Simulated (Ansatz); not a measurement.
# Al (Fm-3m) in Ansatz: notebook

The runs below take Al through phonons, elastic constants, band structure, density of states, single point, equation of state, with PBEsol, BLYP, LDA, RPBE+D3(BJ).

All numbers are computed with Ansatz 0.2.0; they aren't measurements. Logs are shortened: lines on timing, memory, paths and dates and some standing lists are left out, and cuts for length are marked.

## (1) The crystal as given

The structure is cubic, space group Fm-3m (No. 225). The conventional cell has a = 4.050 Å, b = 4.050 Å, c = 4.050 Å, α = 90.00°, β = 90.00°, γ = 90.00°. Al (site symmetry m-3m) is surrounded by 12 Al at 2.86 Å.

## (2) Phonons, PBEsol

input.yaml

```yaml
crystal:
  lattice:
    - [0.0, 2.024805, 2.024805]
    - [2.024805, 0.0, 2.024805]
    - [2.024805, 2.024805, 0.0]
  atoms:
    - { symbol: Al, position: [0.0, 0.0, 0.0] }
hamiltonian:
  xc: pbesol
  pseudopotentials: { kind: paw }
kpoints:
  mp_grid: { grid: [8, 8, 8] }
scf:
  occupations: { method: fermi_dirac, width: 0.05 }
phonons:
  method: dfpt
  qmesh: [4, 4, 4]
  temperatures: { t_max: 1000, t_step: 100 }
  qpath:
    path:
      - [[0.0, 0.0, 0.0], [0.5, 0.0, 0.5], [0.5, 0.25, 0.75], [0.375, 0.375, 0.75], [0.0, 0.0, 0.0], [0.5, 0.5, 0.5], [0.625, 0.25, 0.625], [0.5, 0.25, 0.75], [0.5, 0.5, 0.5], [0.375, 0.375, 0.75]]
      - [[0.625, 0.25, 0.625], [0.5, 0.0, 0.5]]
    npoints: 8
```

Potentials or basis: Ansatz PAW.

Run with:

```bash
$ ansatz run input.yaml --threads 2 --pin off --max-ram 5632MiB --backend cpu --events-out ev --progress --plain --runs-dir out
```

Log:

```text
Warning: RAYON_NUM_THREADS=2 ignored (pool sized by the plan → 2); use --threads N
Engine: ansatz 0.2.0, aarch64-unknown-linux-gnu
Pseudopotentials: kind: paw
Pseudopotential: Al, paw, valence charge 3, recommended cutoff 420 eV (normal), Al.paw.azcp
Functional definition: PBEsol
  exchange = pbesol_x
  correlation = pbesol_c
Crystal: 1 atoms, lattice volume = 16.603 Å³
Basis set: ecut = 420 eV, 331 PW (Γ), exchange–correlation on 40×40×40 points (8 copies of the dense FFT grid, shifted against one another)
Bands: 6, of which v1, the nominal top of the filled ones, is band 2 counted from 1 (1 counted from 0)
Symmetry: 48 space group operations
k-points: 29 of 512
Non-local potential: Al, projectors of the file, l = 0: 2, l = 1: 2, l = 2: 1
PAW form: soft (Blöchl's): semilocal exchange-correlation on the pseudo side does not see the compensation charge
PAW frozen core: Al, regenerated for the run's functional, and the local potential with it (the file was generated under x = pbe(κ = 0.804, μ = 0.2195149727645171), c = pbe(β = 0.06672455060314922))
PAW one-centre angular grid: Al, 110 points (default); XC on 64 Gauss nodes
Initial density: superposition of atomic densities (neutral atoms: chi_scale 0, normalization atom), corrected by the library's trained network
Initial wavefunctions: pseudopotential atomic-orbital guess
Functional: x = pbesol(κ = 0.804, μ = 0.12345679012345678), c = pbesol(β = 0.046)
SCF iter   1: F=—  HF=-524.541904 eV  |F-HF|=—  |Δ(HF+E_count)|=         —  Δρ=9.33e-4  dr2=1.09e-4  ethr=1.77e-3  ⟨swp⟩=4.7  Hψ=1531  notcnv=0
preconditioner: auto → none  [insulator: Δε(μ)=0.450 eV  Ē_g=13.141 eV  σ=0.050 eV  W_gap=0.86  n_scr=0 (ndim 8)  ℏωp=15.8 eV  f_vac=0.000  D(μ)=0.48/eV (n_scr^D=0)  ε∞_Penn≈2.4]
SCF iter   2: F=—  HF=-524.541913 eV  |F-HF|=—  |Δ(HF+E_count)|=   8.73e-6  Δρ=4.27e-4  dr2=2.04e-5  ethr=3.64e-6  ⟨swp⟩=1.5  Hψ=427  notcnv=0
SCF iter   3: F=—  HF=-524.541917 eV  |F-HF|=—  |Δ(HF+E_count)|=   4.39e-6  Δρ=2.56e-5  dr2=7.01e-8  ethr=6.81e-7  ⟨swp⟩=1.0  Hψ=162  notcnv=0
SCF iter   4: F=—  HF=-524.541917 eV  |F-HF|=—  |Δ(HF+E_count)|=   3.58e-7  Δρ=1.26e-6  dr2=2.07e-10  ethr=2.34e-9  ⟨swp⟩=1.3  Hψ=170  notcnv=0
iter 5 did not close the SCF: its close was put off for the readings that it lacked (scf_convergence_deferred on its scf_iter line)
SCF iter   5: F=-524.541917 eV  HF=-524.541917 eV  |F-HF|=6.82e-13  |Δ(HF+E_count)|=  3.88e-11  Δρ=7.12e-8  dr2=7.08e-13  ethr=6.90e-12  ⟨swp⟩=2.2  Hψ=205  notcnv=0
SCF iter   6: F=-524.541917 eV  HF=-524.541917 eV  |F-HF|=2.27e-13  |Δ(HF+E_count)|=  1.14e-13  Δρ=3.36e-8  dr2=2.07e-13  ethr=1.00e-12  ⟨swp⟩=3.5  Hψ=646  notcnv=0
SCF 1 converged in 6 iterations: F = -524.541917 eV  dr2 = 2.07e-13
NSCF: frozen V_eff on 29 k-points
NSCF: frozen V_eff on 59 k-points
DFPT response loops at q = (0, 0, 0) (fractional): preconditioner auto → Kerker (q_TF=auto, 2.051 Å⁻¹) (partly filled bands, converged f_vac=0.000); β = 1.00, the filter's whole step (`scf.mixing.beta` (0.50) is not read by the response loops under this deck's `scf.mixing.preconditioner`; to damp them name `kerker` or `kerker_dos`, under which they read `scf.mixing.beta`, and type it under 1.00, their step now; both keys bind the ground state too); Broyden in place of MSR1
NSCF: frozen V_eff on 576 k-points
DFPT response loops at q = (0, 0, 0.25) (fractional): mixed as the last ones told, above
NSCF: frozen V_eff on 300 k-points
DFPT response loops at q = (0, 0, -0.5) (fractional): mixed as the last ones told, above
NSCF: frozen V_eff on 328 k-points
DFPT response loops at q = (0, 0.25, 0.25) (fractional): mixed as the last ones told, above
NSCF: frozen V_eff on 1024 k-points
DFPT response loops at q = (0, 0.25, -0.5) (fractional): mixed as the last ones told, above
NSCF: frozen V_eff on 576 k-points
DFPT response loops at q = (0, 0.25, -0.25) (fractional): mixed as the last ones told, above
NSCF: frozen V_eff on 190 k-points
DFPT response loops at q = (0, -0.5, -0.5) (fractional): mixed as the last ones told, above
NSCF: frozen V_eff on 328 k-points
DFPT response loops at q = (0.25, -0.5, -0.25) (fractional): mixed as the last ones told, above
SCF converged after 6 iterations
Free energy (F): -524.541917 eV
Harris-Foulkes:  -524.541917 eV  (|F-HF|=2.27e-13)
Internal energy: -524.537785 eV  (E = F + TS)
E sigma→0 (E₀):  -524.539851 eV
Entropy (-TS):   -0.004133 eV (-4.133 meV/atom)
Fermi energy:    7.861886 eV
--- Per-component energies (eV) ---
  E_band       = 10.264623
  E_kinetic    = 22.752044
  E_local      = 9.655109  (includes V_loc(G=0)·N_el)
  E_nonlocal   = 10.340578
  E_hartree    = 0.106759
  E_xc         = -39.352447
  E_vxc        = -29.094908  (∫ρ·V_xc dr)
  E_paw        = -454.695913  (= ΣΔE_a)
  E_vpaw       = -3.601716  (= ΣTr[D̂ρ^β])
  E_aug_tail   = -0.000003  (compensation charges beyond the density's cutoff)
  E_ewald      = -73.363052
  E_core_change = 0.019139  (= ΣΔE_core)
  E_smearing   = -0.004133  (= −TS)
  E_closure    = 0.000000  (closes the sum)
  Σ components = -524.541917   (vs F -524.541917, Δ=0.00e0)
--- Band table (eV; the first three rows and the last of 29) ---
  k-point 0: bands = ["-3.2580", "20.3020", "20.3020", "20.3020", "21.8156", "21.8156"]
  k-point 1: bands = ["-2.8359", "16.0738", "19.3850", "19.3850", "22.4472", "23.3145"]
  k-point 2: bands = ["-1.5769", "11.2368", "18.6328", "18.6328", "22.0931", "22.4214"]
  k-point 28: bands = ["6.9876", "6.9876", "7.9848", "8.8917", "23.5034", "23.5034"]
--- Phonons (Γ-DFPT): 1 representative perturbation + reference (Σ response iterations 3) ---
  ASR residual: 9.088e-6 → 0.000e0 eV/Å²; symmetrization residual: 5.348e-15 eV/Å²
  ASR residual per site (eV/Å²): 9.09e-6
  Γ frequencies (cm⁻¹): 0.00 0.00 0.00
--- Phonons (arbitrary-q DFPT): 8 irreducible q on the 4×4×4 mesh ---
  q = [0.0000, 0.0000, 0.0000] (star 1, of the zone-centre solve; hermiticity 1.49e-11, symmetrization 5.88e-10): -0.00 -0.00 -0.00
  q = [0.0000, 0.0000, 0.2500] (star 8, 1 solved perturbation on 288 of 512 k-point pairs; hermiticity 1.22e-10, symmetrization 6.12e-11): 111.92 111.92 207.89
  q = [0.0000, 0.0000, -0.5000] (star 4, 1 solved perturbation on 150 of 512 k-point pairs; hermiticity 1.63e-9, symmetrization 8.15e-10): 138.74 138.74 312.78
  q = [0.0000, 0.2500, 0.2500] (star 6, 2 solved perturbations in 264 linear systems a pass and spin channel, the states on 164 of 512 k-point pairs; hermiticity 2.20e-15, symmetrization 4.03e-15): 135.64 135.64 235.75
  q = [0.0000, 0.2500, -0.5000] (star 24, 2 solved perturbations in 800 linear systems a pass and spin channel, the states on 512 of 512 k-point pairs; hermiticity 2.10e-8, symmetrization 5.38e-10): 166.86 215.11 275.27
  q = [0.0000, 0.2500, -0.2500] (star 12, 2 solved perturbations in 452 linear systems a pass and spin channel, the states on 288 of 512 k-point pairs; hermiticity 5.22e-10, symmetrization 2.68e-10): 152.17 211.91 267.14
  q = [0.0000, -0.5000, -0.5000] (star 3, 2 solved perturbations in 154 linear systems a pass and spin channel, the states on 95 of 512 k-point pairs; hermiticity 4.55e-11, symmetrization 6.34e-11): 181.34 181.34 340.53
  q = [0.2500, -0.5000, -0.2500] (star 6, 2 solved perturbations in 251 linear systems a pass and spin channel, the states on 164 of 512 k-point pairs; hermiticity 4.05e-10, symmetrization 2.02e-10): 207.74 259.49 259.49
  sum rule: each row above includes the acoustic sum rule's correction from the zone centre's row sums; it moved no ω² by more than (0.30 cm⁻¹)²
  mesh force constants: q→R imaginary residual 0.00e0; ASR residual 9.088e-6 → 0.000e0 eV/Å²; symmetrization residual 2.665e-15 eV/Å²
  interpolated dispersion: 82 rows × 3 modes
  density of states and harmonic sums: on the 28×28×28 q-mesh, interpolated from the force constants of a 4×4×4 supercell (no non-analytic term)
  largest difference from the sums on the solved wave vectors: F 1.01e-2 eV, S 1.41e-5 and C_V 4.03e-6 eV/K
  zero-point energy: 0.037629 eV/cell   skipped modes (ω ≤ 0): 3   left out of the sums: 4.56e-5 of the cell's modes: C_V's classical limit lies that fraction below 3 k_B per atom; for a crystal, a wire or a layer, F and S can be off by more, and a phonons.interpolated_qmesh denser along its periods is the remedy for the sampling
```

Run time: 7.5 s. Hardware: 2 threads of Arm Neoverse V1, shared host; peak memory 0.38 GiB.

Results:

```yaml
Free_energy: -524.5419 eV
Band_gap_on_the_k_mesh: none (metal or under the smearing width)
Highest_phonon_frequency: 341 cm⁻¹
```

Levels at points of the mesh, in eV from the Fermi level:
| k point | band 1 | band 2 | band 3 | band 4 | band 5 | band 6 |
| --- | --- | --- | --- | --- | --- | --- |
| (0.00, 0.00, 0.00) | -11.12 | 12.44 | 12.44 | 12.44 | 13.95 | 13.95 |
| (0.00, 0.00, -0.50) | -4.60 | -4.41 | 11.28 | 11.28 | 11.30 | 11.30 |
| (0.00, -0.50, -0.50) | -2.94 | -1.65 | 5.19 | 5.52 | 5.52 | 8.94 |

Phonon frequencies in cm⁻¹ (negative: imaginary):
| q point | frequencies |
| --- | --- |
| (0.000, 0.000, 0.000) | 0 0 0 |
| (0.000, 0.000, 0.250) | 112 112 208 |
| (0.000, 0.000, -0.500) | 139 139 313 |
| (0.000, 0.250, 0.250) | 136 136 236 |
| (0.000, 0.250, -0.500) | 167 215 275 |
| (0.000, 0.250, -0.250) | 152 212 267 |
| (0.000, -0.500, -0.500) | 181 181 341 |
| (0.250, -0.500, -0.250) | 208 259 259 |

Caveat: the PAW data sets come from PBE, with cores solved anew for the run's functional, which leaves a small shift of forces and pressure.

## (3) Elastic constants, PBEsol

input.yaml

```yaml
crystal:
  lattice:
    - [0.0, 2.024805, 2.024805]
    - [2.024805, 0.0, 2.024805]
    - [2.024805, 2.024805, 0.0]
  atoms:
    - { symbol: Al, position: [0.0, 0.0, 0.0] }
hamiltonian:
  xc: pbesol
  pseudopotentials: { kind: paw }
kpoints:
  mp_grid: { grid: [8, 8, 8] }
scf:
  occupations: { method: fermi_dirac, width: 0.05 }
output:
  forces: true
  stress: true
elastic:
  mode: relaxed_ion
  stencil: two_point
```

Potentials or basis: Ansatz PAW.

Run with:

```bash
$ ansatz run input.yaml --threads 2 --pin off --max-ram 5632MiB --backend cpu --events-out ev --progress --plain --runs-dir out
```

Log:

```text
Warning: RAYON_NUM_THREADS=2 ignored (pool sized by the plan → 2); use --threads N
[... 6 set-up lines as earlier in the session ...]
Crystal: 1 atoms, lattice volume = 16.603 Å³
Basis set: ecut = 420 eV, 331 PW (Γ), exchange–correlation on 40×40×40 points (8 copies of the dense FFT grid, shifted against one another)
Bands: 6, of which v1, the nominal top of the filled ones, is band 2 counted from 1 (1 counted from 0)
[... 1 set-up line as earlier in the session ...]
Space group: Fm-3m (ITA 225), of the structure as read, at distance tolerance 2.6e-5 Å
k-points: 29 of 512
[... 7 set-up lines as earlier in the session ...]
SCF iter   1: F=—  HF=-524.541890 eV  |F-HF|=—  |Δ(HF+E_count)|=         —  Δρ=9.33e-4  dr2=1.09e-4  ethr=1.77e-3  ⟨swp⟩=4.7  Hψ=1531  notcnv=0
preconditioner: auto → none  [insulator: Δε(μ)=0.450 eV  Ē_g=13.141 eV  σ=0.050 eV  W_gap=0.86  n_scr=0 (ndim 8)  ℏωp=15.8 eV  f_vac=0.000  D(μ)=0.48/eV (n_scr^D=0)  ε∞_Penn≈2.4]
SCF iter   2: F=—  HF=-524.541898 eV  |F-HF|=—  |Δ(HF+E_count)|=   8.67e-6  Δρ=4.27e-4  dr2=2.04e-5  ethr=3.64e-6  ⟨swp⟩=1.5  Hψ=427  notcnv=0
SCF iter   3: F=—  HF=-524.541918 eV  |F-HF|=—  |Δ(HF+E_count)|=   1.93e-5  Δρ=2.55e-5  dr2=6.97e-8  ethr=6.82e-7  ⟨swp⟩=1.0  Hψ=162  notcnv=0
SCF iter   4: F=—  HF=-524.541917 eV  |F-HF|=—  |Δ(HF+E_count)|=   4.56e-7  Δρ=1.17e-6  dr2=1.79e-10  ethr=2.32e-9  ⟨swp⟩=1.3  Hψ=170  notcnv=0
SCF iter   5: F=—  HF=-524.541917 eV  |F-HF|=—  |Δ(HF+E_count)|=  3.74e-11  Δρ=6.75e-8  dr2=5.92e-13  ethr=5.96e-12  ⟨swp⟩=2.3  Hψ=206  notcnv=0
SCF iter   6: F=—  HF=-524.541917 eV  |F-HF|=—  |Δ(HF+E_count)|=  6.82e-13  Δρ=3.22e-8  dr2=1.89e-13  ethr=1.00e-12  ⟨swp⟩=4.2  Hψ=528  notcnv=0
SCF iter   7: F=-524.541917 eV  HF=-524.541917 eV  |F-HF|=3.41e-13  |Δ(HF+E_count)|=  2.27e-13  Δρ=3.61e-9  dr2=2.44e-15  ethr=1.00e-12  ⟨swp⟩=3.1  Hψ=341  notcnv=0
SCF 1 converged in 7 iterations: F = -524.541917 eV  dr2 = 2.44e-15
Crystal: 1 atoms, lattice volume = 16.570 Å³
Symmetry: 16 space group operations
k-points: 59 of 512
Initial density: handed on by an earlier stage of this run
Initial wavefunctions: those handed on with the density
iter 1 solved again at ethr=1.24e-8 eV; its pass at ethr=3.10e-3 eV (dr2=3.71e-7 eV) is discarded
SCF iter   1: F=—  HF=-524.542269 eV  |F-HF|=—  |Δ(HF+E_count)|=         —  Δρ=5.24e-5  dr2=4.20e-7  ethr=1.24e-8  ⟨swp⟩=2.1  Hψ=3416  notcnv=0  defer=2
preconditioner: auto → none  [insulator: Δε(μ)=0.427 eV  Ē_g=13.158 eV  σ=0.050 eV  W_gap=0.84  n_scr=0 (ndim 8)  ℏωp=15.8 eV  f_vac=0.000  D(μ)=0.48/eV (n_scr^D=0)  ε∞_Penn≈2.4]
SCF iter   2: F=—  HF=-524.542284 eV  |F-HF|=—  |Δ(HF+E_count)|=   1.45e-5  Δρ=2.56e-5  dr2=9.86e-8  ethr=1.24e-8  ⟨swp⟩=1.0  Hψ=331  notcnv=0  defer=2
SCF iter   3: F=—  HF=-524.542284 eV  |F-HF|=—  |Δ(HF+E_count)|=   1.17e-7  Δρ=5.05e-7  dr2=3.19e-11  ethr=3.29e-9  ⟨swp⟩=1.0  Hψ=331  notcnv=0  defer=2
SCF iter   4: F=—  HF=-524.542284 eV  |F-HF|=—  |Δ(HF+E_count)|=  1.10e-10  Δρ=3.13e-8  dr2=9.53e-14  ethr=1.00e-12  ⟨swp⟩=3.0  Hψ=1114  notcnv=0
SCF iter   5: F=-524.542284 eV  HF=-524.542284 eV  |F-HF|=0.00e0  |Δ(HF+E_count)|=  1.14e-13  Δρ=2.28e-9  dr2=4.31e-16  ethr=1.00e-12  ⟨swp⟩=3.0  Hψ=692  notcnv=0
[... 15 lines left out ...]
SCF iter   2: F=—  HF=-524.541939 eV  |F-HF|=—  |Δ(HF+E_count)|=   1.44e-5  Δρ=3.48e-5  dr2=2.44e-7  ethr=5.28e-8  ⟨swp⟩=1.0  Hψ=536  notcnv=0  defer=10
SCF iter   3: F=—  HF=-524.541939 eV  |F-HF|=—  |Δ(HF+E_count)|=   8.84e-8  Δρ=1.05e-6  dr2=7.08e-11  ethr=8.13e-9  ⟨swp⟩=1.0  Hψ=536  notcnv=0  defer=10
SCF iter   4: F=—  HF=-524.541939 eV  |F-HF|=—  |Δ(HF+E_count)|=  2.96e-10  Δρ=1.72e-7  dr2=2.50e-12  ethr=2.36e-12  ⟨swp⟩=2.0  Hψ=684  notcnv=0  defer=10
SCF iter   5: F=-524.541939 eV  HF=-524.541939 eV  |F-HF|=0.00e0  |Δ(HF+E_count)|=  1.25e-12  Δρ=6.11e-9  dr2=5.70e-15  ethr=1.00e-12  ⟨swp⟩=3.9  Hψ=1260  notcnv=0
SCF 4 converged in 5 iterations: F = -524.541939 eV  dr2 = 5.70e-15
iter 1 solved again at ethr=8.73e-11 eV; its pass at ethr=3.10e-3 eV (dr2=2.62e-9 eV) is discarded
SCF iter   1: F=—  HF=-524.541924 eV  |F-HF|=—  |Δ(HF+E_count)|=         —  Δρ=4.57e-6  dr2=2.59e-9  ethr=8.73e-11  ⟨swp⟩=1.3  Hψ=5407  notcnv=0  defer=8
SCF iter   2: F=—  HF=-524.541939 eV  |F-HF|=—  |Δ(HF+E_count)|=   1.49e-5  Δρ=2.15e-6  dr2=5.20e-10  ethr=8.64e-11  ⟨swp⟩=2.1  Hψ=684  notcnv=0  defer=8
SCF iter   3: F=—  HF=-524.541939 eV  |F-HF|=—  |Δ(HF+E_count)|=  9.33e-11  Δρ=1.40e-7  dr2=1.37e-12  ethr=1.73e-11  ⟨swp⟩=1.0  Hψ=536  notcnv=0  defer=8
SCF iter   4: F=—  HF=-524.541939 eV  |F-HF|=—  |Δ(HF+E_count)|=  4.55e-13  Δρ=4.34e-8  dr2=1.11e-13  ethr=1.00e-12  ⟨swp⟩=4.0  Hψ=1260  notcnv=0
SCF iter   5: F=-524.541939 eV  HF=-524.541939 eV  |F-HF|=1.14e-13  |Δ(HF+E_count)|=  3.41e-13  Δρ=2.57e-9  dr2=1.22e-15  ethr=1.00e-12  ⟨swp⟩=3.1  Hψ=1134  notcnv=0
SCF 5 converged in 5 iterations: F = -524.541939 eV  dr2 = 1.22e-15
SCF converged after 7 iterations
Free energy (F): -524.541917 eV
Harris-Foulkes:  -524.541917 eV  (|F-HF|=3.41e-13)
Internal energy: -524.537785 eV  (E = F + TS)
E sigma→0 (E₀):  -524.539851 eV
Entropy (-TS):   -0.004133 eV (-4.133 meV/atom)
Fermi energy:    7.861886 eV
--- Per-component energies (eV) ---
  E_band       = 10.264623
  E_kinetic    = 22.752044
  E_local      = 9.655109  (includes V_loc(G=0)·N_el)
  E_nonlocal   = 10.340578
  E_hartree    = 0.106759
  E_xc         = -39.352447
  E_vxc        = -29.094908  (∫ρ·V_xc dr)
  E_paw        = -454.695913  (= ΣΔE_a)
  E_vpaw       = -3.601716  (= ΣTr[D̂ρ^β])
  E_aug_tail   = -0.000003  (compensation charges beyond the density's cutoff)
  E_ewald      = -73.363052
  E_core_change = 0.019139  (= ΣΔE_core)
  E_smearing   = -0.004133  (= −TS)
  E_closure    = 0.000000  (closes the sum)
  Σ components = -524.541917   (vs F -524.541917, Δ=0.00e0)
--- Forces (eV/Å), atoms counted from 1 ---
  atom   1  Al    -0.00000000    -0.00000000     0.00000000
  max |Σ_I F_I| component: 4.62e-33 eV/Å
--- Stress (GPa, compression-positive) ---
       -1.930548      -0.000000       0.000000
        0.000000      -1.930548       0.000000
       -0.000000       0.000000      -1.930548
  P = ⅓ Tr σ = -1.9305 GPa (-19.305 kbar)
--- Band table (eV; the first three rows and the last of 29) ---
  k-point 0: bands = ["-3.2580", "20.3020", "20.3020", "20.3020", "21.8156", "21.8156"]
  k-point 1: bands = ["-2.8359", "16.0738", "19.3850", "19.3850", "22.4472", "23.3145"]
  k-point 2: bands = ["-1.5769", "11.2368", "18.6328", "18.6328", "22.0931", "22.4214"]
  k-point 28: bands = ["6.9876", "6.9876", "7.9848", "8.8917", "23.5034", "23.5034"]
--- Elastic constants: 2 strain directions × 2 members + reference (group order 48) ---
  dense FFT box of the reference and of every strained cell: 20×20×20
  strains applied: 11, 23; error gains: componentwise 1.00 (the most a stress slope's error grows in a printed constant), spectral 1.73 (1 for all six strains in a standard setting)
  C = ∂σ_k/∂η_j (tension-positive GPa; Voigt order 11 22 33 23 13 12):
       195.724     17.991     17.991     -0.000     -0.000      0.000
        17.991    195.724     17.991      0.000     -0.000     -0.000
        17.991     17.991    195.724     -0.000      0.000      0.000
        -0.000      0.000      0.000    -67.232      0.000      0.000
         0.000     -0.000     -0.000     -0.000    -67.232     -0.000
         0.000     -0.000      0.000      0.000      0.000    -67.232
  reference stress σ⁰ (GPa):      1.931      1.931      1.931     -0.000     -0.000      0.000
  C* (energy form; C + prestress term) asymmetry max|C*_kj − C*_jk| = 2.132e-14 GPa — a small one proves nothing (zero by symmetry where the batch's group is 432, −43m or m−3m); a large one is finite-difference/SCF noise where every solve meets its electron count
  moduli (Voigt/Reuss/Hill, GPa): K = 77.24/77.24/77.24   G = -4.79/-226.09/-115.44   E = -690.17   ν = 1.989
  mechanically stable: NO (min eigenvalue of sym C = -67.23 GPa)
  strain η (Voigt 11):  stress-route row diagonal C_11 = 195.72 GPa, energy-path curvature d²(F+E_count+ΔE)/dδ²/Ω₀ = 195.69 GPa
         δ    σ_11 (GPa)             F (eV)   n_scf  n_hpsi   n_pw
    -2.000e-3       1.5341        -524.5422839       5    6592    332   relax 0 steps, max|allowed force component| 0.00e0 eV/Å
     2.000e-3       2.3170        -524.5414894       5    6347    332   relax 0 steps, max|allowed force component| 0.00e0 eV/Å
  strain η (Voigt 23):  stress-route row diagonal C_44 = -67.23 GPa, energy-path curvature d²(F+E_count+ΔE)/dδ²/Ω₀ = -69.29 GPa
         δ    σ_23 (GPa)             F (eV)   n_scf  n_hpsi   n_pw
    -2.000e-3       0.1345        -524.5419390       5    9585    332   relax 0 steps, max|allowed force component| 0.00e0 eV/Å
     2.000e-3      -0.1345        -524.5419390       5   10161    332   relax 0 steps, max|allowed force component| 0.00e0 eV/Å
```

elastic.tsv:

```text
# convention: tension-positive GPa; Voigt order 11 22 33 23 13 12; engineering shear strains; stresses and constants hold the Pulay correction, whose part of sigma0, of c and of each member's stress the lines and columns named pulay_correction_..._gpa give (of c_energy it is that of c and, on the columns of strains 1 to 3, that of sigma0; of a layer's constants it is that of c in the plane, times a tenth of its plane spacing in ang); where a line pulay_correction_withheld stands none holds it
[... 15 lines left out ...]
6	2.4630705104e-28	-2.4670148139e-28	1.5777218104e-30	4.6002341203e-47	9.2004682405e-47	-6.7232496989e1	1.8528889464e-16	1.8528889464e-16	1.8528889464e-16	4.6002341203e-47	9.2004682405e-47	-6.7232496989e1	4.5966834699e-32	-4.7122394459e-32	1.0947644253e-47	-6.9819959397e-50	6.1629758220e-33	1.0204198498e-1
```

Wall time 1.9 s (2 threads of Arm Neoverse V1, shared host); peak memory 0.26 GiB.

What came out:

```yaml
Free_energy: -524.5419 eV
Pressure: -1.9 GPa
Band_gap_on_the_k_mesh: none (metal or under the smearing width)
Elastic_constants_C11_C12_C44: 196, 18, -67 GPa
Voigt_bulk_modulus: 77 GPa
```

Elastic tensor in Voigt notation (GPa, in the Cartesian axes of the cell as first typed):
```
196  18  18   0   0   0
 18 196  18   0   0   0
 18  18 196   0   0   0
  0   0   0 -67   0   0
  0   0   0   0 -67   0
  0   0   0   0   0 -67
```

Caveat: the elastic tensor has a negative eigenvalue, so either the cell is unstable as it stands or the mesh is too thin; the PAW data sets come from PBE, with cores solved anew for the run's functional, which leaves a small shift of forces and pressure.

(Continued in part 2 of 2.)
